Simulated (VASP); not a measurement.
# Ga2O3 (R-3c) in VASP: notebook

The runs below take Ga2O3 through relaxation of cell and atoms, with LDA.

Everything below comes from runs of VASP 6.6.1. Logs are shortened: lines on timing, memory, paths and dates and some standing lists are left out, and cuts for length are marked.

## (1) The structure

Symmetry: R-3c, No. 167, trigonal system. The conventional cell has a = 4.999 Å, b = 4.999 Å, c = 13.501 Å, α = 90.00°, β = 90.00°, γ = 120.00°. Ga (site symmetry 3) has 6 O at 1.93 to 2.08 Å as nearest neighbours. O (site symmetry 2) is surrounded by 4 Ga at 1.93 to 2.08 Å.

## (2) Relaxation of cell and atoms, LDA

File INCAR:

```
PREC = Accurate
ENCUT = 600
EDIFF = 1E-6
ISMEAR = 0
SIGMA = 0.03
LREAL = F
LASPH = T
NELM = 80
ALGO = Normal
ISIF = 3
LWAVE = F
LCHARG = F
IBRION = 2
NSW = 90
EDIFFG = -0.01
KPAR = 2
```

File KPOINTS:

```
regular mesh
0
Gamma
  7 7 7
```

File POSCAR:

```
Ga2O3
1.0
    2.4997250000      1.4432169017      4.5003166667
   -2.4997250000      1.4432169017      4.5003166667
    0.0000000000     -2.8864338033      4.5003166667
Ga O
4 6
Direct
    0.3559600000      0.3559600000      0.3559600000
    0.1440400000      0.1440400000      0.1440400000
    0.6440400000      0.6440400000      0.6440400000
    0.8559600000      0.8559600000      0.8559600000
    0.5526000000      0.9474000000      0.2500000000
    0.2500000000      0.5526000000      0.9474000000
    0.9474000000      0.2500000000      0.5526000000
    0.4474000000      0.0526000000      0.7500000000
    0.7500000000      0.4474000000      0.0526000000
    0.0526000000      0.7500000000      0.4474000000
```

Potentials or basis: VASP PAW LDA potentials, release 64 (Ga_d, O).

Run with:

```console
cat potpaw_LDA.64/Ga_d/POTCAR potpaw_LDA.64/O/POTCAR > POTCAR
mpirun -np 2 vasp_std > vasp.out
```

OUTCAR:

```text
PREC = Accurate
   ENCUT = 600
   EDIFF = 1E-6
   ISMEAR = 0
   LREAL = F
   LASPH = T
   NELM = 80
   ISIF = 3
   IBRION = 2
   NSW = 90
   EDIFFG = -0.01

 ion  position               nearest neighbor table
   1  0.356  0.356  0.356-  10 1.93   8 1.93   9 1.93   5 2.08   6 2.08   7 2.08   2 2.86
   2  0.144  0.144  0.144-   9 1.93   8 1.93  10 1.93   5 2.08   7 2.08   6 2.08   1 2.86
   3  0.644  0.644  0.644-   7 1.93   5 1.93   6 1.93   8 2.08   9 2.08  10 2.08   4 2.86
   4  0.856  0.856  0.856-   6 1.93   5 1.93   7 1.93   8 2.08  10 2.08   9 2.08   3 2.86
   5  0.553  0.947  0.250-   3 1.93   4 1.93   1 2.08   2 2.08
   6  0.250  0.553  0.947-   4 1.93   3 1.93   1 2.08   2 2.08
   7  0.947  0.250  0.553-   3 1.93   4 1.93   2 2.08   1 2.08
   8  0.447  0.053  0.750-   1 1.93   2 1.93   3 2.08   4 2.08
   9  0.750  0.447  0.053-   2 1.93   1 1.93   3 2.08   4 2.08
  10  0.053  0.750  0.447-   1 1.93   2 1.93   4 2.08   3 2.08

  LATTYP: Found a trigonal (rhomboedric) cell.
 ALAT       =     5.3464334094
 COS(alpha) =     0.5627939742

  Lattice vectors:

 A1 = (   2.4997250000,   1.4432169017,   4.5003166667)
 A2 = (  -2.4997250000,   1.4432169017,   4.5003166667)
 A3 = (   0.0000000000,  -2.8864338033,   4.5003166667)

Analysis of symmetry for initial positions (statically):
=====================================================================
 Subroutine PRICEL returns:
 Original cell was already a primitive cell.

 Routine SETGRP: Setting up the symmetry group for a
 trigonal (rhombohedral) supercell.

 Subroutine GETGRP returns: Found 12 space group operations
 (whereof  6 operations were pure point group operations)
 out of a pool of 12 trial point group operations.

The static configuration has the point symmetry S_6 .
 The point group associated with its full space group is D_3d.

Analysis of symmetry for dynamics (positions and initial velocities):
=====================================================================
 Subroutine PRICEL returns:
 Original cell was already a primitive cell.

 Routine SETGRP: Setting up the symmetry group for a
 trigonal (rhombohedral) supercell.

 Subroutine GETGRP returns: Found 12 space group operations
 (whereof  6 operations were pure point group operations)
 out of a pool of 12 trial point group operations.

The dynamic configuration has the point symmetry S_6 .
 The point group associated with its full space group is D_3d.

 Subroutine INISYM returns: Found 12 space group operations
 (whereof  6 operations are pure point group operations),
 and found     1 'primitive' translations

----------------------------------------------------------------------------------------

                                     Primitive cell

  volume of cell :      97.4133

  direct lattice vectors                    reciprocal lattice vectors
     2.499725000  1.443216902  4.500316667     0.200022002  0.115482757  0.074068862
    -2.499725000  1.443216902  4.500316667    -0.200022002  0.115482757  0.074068862
     0.000000000 -2.886433803  4.500316667     0.000000000 -0.230965514  0.074068862

  length of vectors
     5.346433409  5.346433409  5.346433409     0.242551572  0.242551572  0.242551572

  position of ions in fractional coordinates (direct lattice)
     0.355960000  0.355960000  0.355960000
     0.144040000  0.144040000  0.144040000
     0.644040000  0.644040000  0.644040000
     0.855960000  0.855960000  0.855960000
     0.552600000  0.947400000  0.250000000
     0.250000000  0.552600000  0.947400000
     0.947400000  0.250000000  0.552600000
     0.447400000  0.052600000  0.750000000
     0.750000000  0.447400000  0.052600000
     0.052600000  0.750000000  0.447400000

  ion indices of the primitive-cell ions
   primitive index   ion index
                 1           1
                 2           2
                 3           3
                 4           4
                 5           5
                 6           6
                 7           7
                 8           8
                 9           9
                10          10

----------------------------------------------------------------------------------------

 KPOINTS: regular mesh

Automatic generation of k-mesh.
 Grid dimensions read from file:
 generate k-points for:    7    7    7

 Generating k-lattice:

  Cartesian coordinates                     Fractional coordinates (reciprocal lattice)
     0.028574572  0.016497537  0.010581266     0.142857143 -0.000000000 -0.000000000
    -0.028574572  0.016497537  0.010581266    -0.000000000  0.142857143 -0.000000000
     0.000000000 -0.032995073  0.010581266    -0.000000000 -0.000000000  0.142857143

  Length of vectors
     0.034650225  0.034650225  0.034650225

  Shift w.r.t. Gamma in fractional coordinates (k-lattice)
     0.000000000  0.000000000  0.000000000

 Subroutine IBZKPT returns following result:
 ===========================================

 Found     44 irreducible k-points:

 Following reciprocal coordinates:
            Coordinates               Weight
  0.000000  0.000000  0.000000      1.000000
  0.142857 -0.000000  0.000000      6.000000
  0.285714 -0.000000 -0.000000      6.000000
  0.428571  0.000000  0.000000      6.000000
  0.142857  0.142857  0.000000      6.000000
  0.285714  0.142857 -0.000000     12.000000
[... 16 lines left out ...]
  0.285714  0.285714  0.142857      6.000000
  0.428571  0.285714  0.142857     12.000000
 [... further k-points ...]
   k-points           NKPTS =     44   k-points in BZ     NKDIM =     44   number of bands    NBANDS=     52
   number of dos      NEDOS =    301   number of ions     NIONS =     10
   total plane-waves  NPLWV = 110592
   dimension x,y,z NGX =    48 NGY =   48 NGZ =   48
   dimension x,y,z NGXF=    96 NGYF=   96 NGZF=   96
   ions per type =               4   6
   NGX,Y,Z   is equivalent  to a cutoff of  14.93, 14.93, 14.93 a.u.
   NGXF,Y,Z  is equivalent  to a cutoff of  29.85, 29.85, 29.85 a.u.
 SYSTEM =  unknown system
   PREC   = accura    normal or accurate (medium, high low for compatibility)
   ISTART =      0    job   : 0-new  1-cont  2-samecut
   ICHARG =      2    charge: 1-file 2-atom 10-const
   ISPIN  =      1    spin polarized calculation?
   LNONCOLLINEAR =      F non collinear calculations
   LSORBIT =      F    spin-orbit coupling
   LASPH  =      T    aspherical Exc in radial PAW
   ENCUT  =  600.0 eV  44.10 Ry    6.64 a.u.  10.68 10.68 10.68*2*pi/ulx,y,z
   NELM   =     80;   NELMIN=  2; NELMDL= -5     # of ELM steps
   EDIFF  = 0.1E-05   stopping-criterion for ELM
   LREAL  =      F    real-space projection
   EDIFFG = -.1E-01   stopping-criterion for IOM
   NSW    =     90    number of steps for IOM
   IBRION =      2    ionic relax: 0-MD 1-quasi-New 2-CG
   NFREE  =      1    steps in history (QN), initial steepest desc. (CG)
   ISIF   =      3    stress and relaxation
   ISYM   =      2    0-nonsym 1-usesym 2-fastsym
   POTIM  = 0.5000    time-step for ionic-motion
   TEBEG  =    0.0;   TEEND  =   0.0 temperature during run
   PSTRESS=    0.0 pullay stress
   NELECT =      88.0000    total number of electrons
   NUPDOWN=      -1.0000    fix difference up-down
   EMIN   =  10.00;   EMAX   =-10.00  energy-range for DOS
   EFERMI =   0.00;   METHOD = LEGACY
   ISMEAR =     0;   SIGMA  =   0.03  broadening in eV -4-tet -1-fermi 0-gaus
   EFERMI_NEDOS =   21; number of points for ismear=-14 and -15
   IALGO  =     38    algorithm
   IMIX   =      4    mixing-type and parameters
     AMIX     =   0.40;   BMIX     =  1.00
     AMIX_MAG =   1.60;   BMIX_MAG =  1.00
  volume/ion in A,a.u.               =       9.74        65.74
  Fermi-wavevector in a.u.,A,eV,Ry     =   1.582570  2.990624 34.076181  2.504529
  Thomas-Fermi vector in A             =   2.682473
   LORBIT       =      0    0 simple, 1 ext, 2 COOP (PROOUT), +10 PAW based schemes
   GGA     = CA    functional components
   LHFCALC =     F    Hartree Fock is set to
   AEXX    =    0.0000 exact exchange contribution
   IVDW    =     0    specifies the selected vdW correction
   LEPSILON=     F    determine dielectric tensor
   LRPA    =     F    only Hartree local field effects (RPA)
 conjugate gradient relaxation of ions
 non-spin polarized calculation
 Gauss-broadening in eV      SIGMA  =   0.03
  energy-cutoff  :      600.00
  volume of cell :       97.41
 maximum number of plane-waves:      3265
 NGX is ok and might be reduce to    48
   NGX = 21   NGY = 21   NGZ = 21

--------------------------------------- Ionic step        1  -------------------------------------------

 number of electron      87.9999994 magnetization

 Free energy of the ion-electron system (eV)
  ---------------------------------------------------
  ext. energy  EPLUGINS =         0.00000000
  ---------------------------------------------------
  free energy    TOTEN  =       -68.24299753 eV

  energy without entropy =      -68.24299753  energy(sigma->0) =      -68.24299753

------------------------ aborting loop because EDIFF is reached ----------------------------------------

  FORCE on cell =-STRESS in cart. coord.  units (eV):
  Direction    XX          YY          ZZ          XY          YZ          ZX
  --------------------------------------------------------------------------------------
  -------------------------------------------------------------------------------------
  Total       -3.5195368     -3.5195368     -4.0562141      0.0000000     -0.0000000      0.0000000
  in kB      -57.8865857    -57.8865857    -66.7134330      0.0000000     -0.0000000      0.0000000
  external PRESSURE =     -60.8288681 kB  Pullay stress =       0.0000000 kB
[... 161 lines left out ...]
  energy  without entropy=      -68.2963905671  energy(sigma->0) =      -68.29639057

--------------------------------------- Ionic step        5  -------------------------------------------

 number of electron      88.0000003 magnetization

 Free energy of the ion-electron system (eV)
  ---------------------------------------------------
  ext. energy  EPLUGINS =         0.00000000
  ---------------------------------------------------
  free energy    TOTEN  =       -68.29740928 eV

  energy without entropy =      -68.29740928  energy(sigma->0) =      -68.29740928

 E-fermi :   4.6918     XC(G=0): -12.8621

 val. band max:        4.4712951722   @ k =  -0.1429   0.1429   0.0000
 cond. band min:       7.4711431300   @ k =   0.0000   0.0000   0.0000
 fundamental gap:      2.9998479578
 Fermi energy:         4.6917770496

 k-point     1 :       0.0000    0.0000    0.0000
  band No.  band energies     occupation
      1     -14.4914      2.00000
      2     -12.3345      2.00000
      3     -12.3345      2.00000
      4     -12.2822      2.00000
      5     -12.2620      2.00000
      6     -12.2620      2.00000
[... 1309 lines left out ...]
     51      14.5951      0.00000
     52      15.8875      0.00000

 [... further k-points ...]
[... 5 lines left out ...]
  --------------------------------------------------------------------------------------
  -------------------------------------------------------------------------------------
  Total        0.0993380      0.0993380     -0.0004547     -0.0000000     -0.0000000      0.0000000
  in kB        1.6809566      1.6809566     -0.0076941     -0.0000000     -0.0000000      0.0000000
  external PRESSURE =       1.1180730 kB  Pullay stress =       0.0000000 kB
[... 25 lines left out ...]
  FREE ENERGIE OF THE ION-ELECTRON SYSTEM (eV)
  ---------------------------------------------------
  free  energy   TOTEN  =       -68.2974092827 eV

  energy  without entropy=      -68.2974092827  energy(sigma->0) =      -68.29740928

 reached required accuracy - stopping structural energy minimisation
```

Wall time 4.3 min (2 MPI ranks of Intel Xeon 6975P-C (Granite Rapids), shared host); peak memory 0.38 GiB.

Results:

* Free energy: -68.2974 eV
* Relaxed volume: 9.47 Å³/atom
* Relaxed cell: a = 5.287 Å, b = 5.287 Å, c = 5.287 Å, α = 55.95°, β = 55.95°, γ = 55.95°
* Space group after relaxing (to 0.05 Å): R-3c (No. 167)
* Energy gained by relaxing: 5.4 meV/atom
* Ionic steps: 5
* Pressure after relaxing: 0.1 GPa
* Largest force after relaxing: 0.009 eV/Å
* Band gap on the k mesh: 3.00 eV, indirect (least direct gap 3.27 eV)

Forces in eV/Å, atoms in the order of the input:
```
Ga   0.000  0.000  0.007
Ga   0.000  0.000 -0.007
Ga   0.000  0.000 -0.007
Ga   0.000  0.000  0.007
O    0.009  0.000  0.000
O   -0.004  0.008  0.000
O   -0.004 -0.008  0.000
O   -0.009  0.000  0.000
O    0.004 -0.008  0.000
O    0.004  0.008  0.000
```

The path:
```
step  energy change (eV)  largest force (eV/Å)  pressure (GPa)  volume (Å³)
   1              0.0000                0.0791           -6.08        97.41
   2             -0.0038                0.0217            6.68        92.29
   3             -0.0534                0.0410           -0.03        94.74
   4             -0.0534                0.0397            0.23        94.69
   5             -0.0544                0.0087            0.11        94.68
```

Final structure:
```
CELL_PARAMETERS angstrom
2.47999 1.43182 4.44405
-2.47999 1.43182 4.44405
0.00000 -2.86365 4.44405
ATOMIC_POSITIONS crystal
Ga 0.35567 0.35567 0.35567
Ga 0.14433 0.14433 0.14433
Ga 0.64433 0.64433 0.64433
Ga 0.85567 0.85567 0.85567
O 0.55245 0.94755 0.25000
O 0.25000 0.55245 0.94755
O 0.94755 0.25000 0.55245
O 0.44755 0.05245 0.75000
O 0.75000 0.44755 0.05245
O 0.05245 0.75000 0.44755
```

Levels at points of the mesh, in eV from the valence-band top:
```csv
k point,band 40,band 41,band 42,band 43,band 44,band 45,band 46,band 47,band 48,band 49
"(0.00, 0.00, 0.00)",-0.36,-0.31,-0.31,-0.27,-0.27,3.00,6.69,6.76,8.88,10.20
```

Caveat: an odd mesh through Γ misses points on the zone boundary, where band edges often lie. LDA usually gives volumes a few per cent too small.

[end of part 1 of 2]
